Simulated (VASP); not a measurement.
Te:

```
Te
1.0
     4.31392    0.00000    0.00000
    -2.15696    3.73597    0.00000
     0.00000    0.00000    5.96924
Te
3
Direct
  0.28508 0.00000 0.33333
  0.00000 0.28508 0.66667
  0.71492 0.71492 0.00000
```

Base run:

* Program: VASP 6.6.1
* Functional: PBEsol
* Potentials or basis: VASP PAW PBE potentials, release 64 (Te)
* Cutoff: 450 eV
* k mesh: 11 × 11 × 8
* Occupations: methfessel-paxton, width 0.1 eV
* Spin: no spin polarisation

Its results: band gap on the k mesh 0.29 eV, indirect (least direct gap 0.38 eV); pressure -0.1 GPa; largest force 0.008 eV/Å.

Task: After a change of settings the same cell gave: band gap on the k mesh 0.30 eV, indirect (least direct gap 0.39 eV); pressure 2.4 GPa; largest force 0.009 eV/Å. Which change was it?
A. functional from PBEsol to PBE
B. functional from PBEsol to LDA; potentials or basis from VASP PAW PBE potentials, release 64 (Te) to VASP PAW LDA potentials, release 64 (Te)
C. cutoff from 450 eV to 600 eV

Result: A.

PBE binds less tightly than PBEsol, so the same cell stands under more pressure.

Caveats: spin-orbit coupling is left out, which moves the levels of the heavy elements; an odd mesh through Γ misses points on the zone boundary, where band edges often lie; the PAW data sets were made with another functional, which shifts forces and pressure a little (some runs).
